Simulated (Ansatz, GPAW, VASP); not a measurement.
**SnTe: 3 runs at one level of theory**

```
Te Sn
1.0
     0.00000    3.15085    3.15085
     3.15085    0.00000    3.15085
     3.15085    3.15085    0.00000
Te Sn
1 1
Direct
  0.50000 0.50000 0.50000
  0.00000 0.00000 0.00000
```

Alike in all runs: task single point; functional PBE; k mesh 7 × 7 × 7; occupations gaussian, width 0.023 eV; no spin polarisation; no spin-orbit coupling. Pressure is positive in compression and, in plane waves, holds the error of the finite cutoff.

| program and potentials | plane-wave cutoff (eV) | notes | pressure (GPa) |
| --- | --- | --- | --- |
| GPAW, GPAW PAW data sets (gpaw-data 1.2.1) | 600 | - | 1.95 |
| VASP, PBE PAW files Sn_d, Te, 520 eV | 520 | - | 2.17 |
| Ansatz, all-electron LAPW, scalar-relativistic | - | - | 2.23 |

The pressure spans 1.95 (GPAW, GPAW PAW data sets (gpaw-data 1.2.1)) to 2.23 GPa (Ansatz, all-electron LAPW, scalar-relativistic), with all-electron results at 2.23.

The functional is the same throughout but for its coding, so the spread measures potentials, basis and numerics; runs on potential files found faulty are left out.
